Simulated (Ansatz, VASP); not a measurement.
**Two plane-wave programs on W**

INCAR

```
ALGO = Normal ; EDIFF = 1E-7
EDIFFG = -0.01 ; ENCUT = 600
GGA = PE ; IBRION = 2
ISIF = 3 ; ISMEAR = -1
IVDW = 12 ; LASPH = T
LCHARG = F ; LREAL = F
LWAVE = F ; NELM = 80
NSW = 60 ; PREC = Accurate
SIGMA = 0.05
```

File KPOINTS:

```
k-points
0
Gamma
  11 11 11
```

File POSCAR:

```
W
1.0
    0.0000000000      2.0300000000      2.0300000000
    2.0300000000      0.0000000000      2.0300000000
    2.0300000000      2.0300000000      0.0000000000
W
1
Direct
    0.0000000000      0.0000000000      0.0000000000
```

File input.yaml:

```yaml
crystal:
  lattice:
    - [0.0, 2.03, 2.03]
    - [2.03, 0.0, 2.03]
    - [2.03, 2.03, 0.0]
  atoms:
    - { symbol: W, position: [0.0, 0.0, 0.0] }
hamiltonian:
  xc: pbe
  pseudopotentials: { kind: paw }
  dispersion: d3bj
kpoints:
  mp_grid: { grid: [11, 11, 11] }
scf:
  occupations: { method: fermi_dirac, width: 0.05 }
output:
  forces: true
  stress: true
  eigenvalues: true
relax:
  f_tol: 0.01
  max_steps: 40
  cell: { stress_tol: 0.05 }
```

This isn't the form of W at room conditions, which is bcc.

Alike in both runs: task relaxation of cell and atoms; functional PBE; dispersion D3(BJ); k mesh 11 × 11 × 11; occupations fermi-dirac, width 0.05 eV; no spin polarisation.

```csv
,VASP,Ansatz
version,VASP 6.6.1,Ansatz 0.2.0
potentials or method,"VASP PAW PBE potentials, release 64 (W_sv)",Ansatz PAW
plane-wave cutoff (eV),600,420
valence electrons in the cell,14,14
```

|  | VASP | Ansatz | Ansatz less VASP |
| --- | --- | --- | --- |
| gap on the k mesh at the Fermi level, each at its own relaxed structure (eV) | none | none | - |
| relaxed volume (Å³/atom) | 16.10 | 16.08 | -0.028 |
| relaxed cell length with the largest relative difference (Å) | 2.835 | 2.833 | -0.0016 |
| energy change over the relaxation (meV/atom) | -22 | -24 | -2.0 |

A gap of «none» marks a metal or a gap that the smearing closes.

Caveats: pairwise dispersion overbinds metals, which lowers pressure and volume; the plane-wave basis is chosen anew once the cell has moved, so the energies of steps on either side of that aren't comparable (Ansatz). Spin-orbit coupling is left out, which matters for the levels of W.
